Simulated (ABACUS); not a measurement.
## MgSe in ABACUS: the effect of functional

MgSe:

```
CELL_PARAMETERS angstrom
-2.74355 0.00000 2.74355
0.00000 2.74355 2.74355
-2.74355 2.74355 0.00000
ATOMIC_POSITIONS crystal
Se 0.50000 0.50000 0.50000
Mg 0.00000 0.00000 0.00000
```

The cell isn't the ideal one: volume scaled by 1.02.

Alike in all runs:

```yaml
Program: ABACUS 3.10.1
Task: equation of state
Potentials_or_basis: SG15 ONCV 1.2 PBE
Cutoff: 1184 eV
Density_cutoff: 4735 eV
Basis: plane waves
k_mesh: 6 × 6 × 6
Occupations: fermi-dirac, width 0.05 eV
Spin: no spin polarisation
```

```tsv
functional	gap on the mesh (eV)	pressure (GPa)
LDA	1.44	-2.3
PBE	1.75	0.7
PBEsol	1.67	-0.5
PW91	1.78	0.8
WC	1.73	-0.2
SCAN	?	?
TPSS	2.13	0.6
```

Problem. What does the run with functional SCAN give?

Solution. gap on the mesh 2.43 eV; pressure -0.4 GPa.

Caveats: the potentials were made for another functional, which shifts forces and pressure (some runs).

A k mesh can miss the band edges.
